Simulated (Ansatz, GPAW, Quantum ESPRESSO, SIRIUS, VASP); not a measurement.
TiPt3: 5 runs at one level of theory

```
Pt Ti
1.0
     3.89700    0.00000    0.00000
     0.00000    3.89700    0.00000
     0.00000    0.00000    3.89700
Pt Ti
3 1
Cartesian
  1.9485 1.9485 0.0000
  1.9485 0.0000 1.9485
  0.0000 1.9485 1.9485
  0.0000 0.0000 0.0000
```

Alike in all runs: task single point; functional PBEsol; k mesh 7 × 7 × 7; occupations fermi-dirac, width 0.05 eV; no spin polarisation; no spin-orbit coupling. Pressure is positive in compression and, in plane waves, holds the error of the finite cutoff, which Ansatz's Pulay term estimates and takes out.

| program and potentials | plane-wave cutoff (eV) | notes | pressure (GPa) |
| --- | --- | --- | --- |
| Ansatz, Ansatz PAW | 420 | potentials made for PBE, which Ansatz adapts in part; 16.5 valence electrons an atom on average; Pulay term of +0.06 GPa included | 0.48 |
| GPAW, PAW data sets generated for this functional | 600 | 15 valence electrons an atom on average | 0.39 |
| SIRIUS, PseudoDojo 0.4.1 PBEsol standard (scalar relativistic) | 1152 | 16.5 valence electrons an atom on average | ? |
| VASP, PBE PAW files Pt, Ti_sv, 520 eV | 520 | potentials made for PBE; 10.5 valence electrons an atom on average | 0.21 |
| Quantum ESPRESSO, GBRV 1.5 PBEsol | 612 | 15 valence electrons an atom on average | -0.38 |

Estimate from the other rows what the run with SIRIUS, PseudoDojo 0.4.1 PBEsol standard (scalar relativistic) gave.

Pressure 0.14 GPa. The other rows, which needn't bracket it: pressure -0.38 to 0.48.
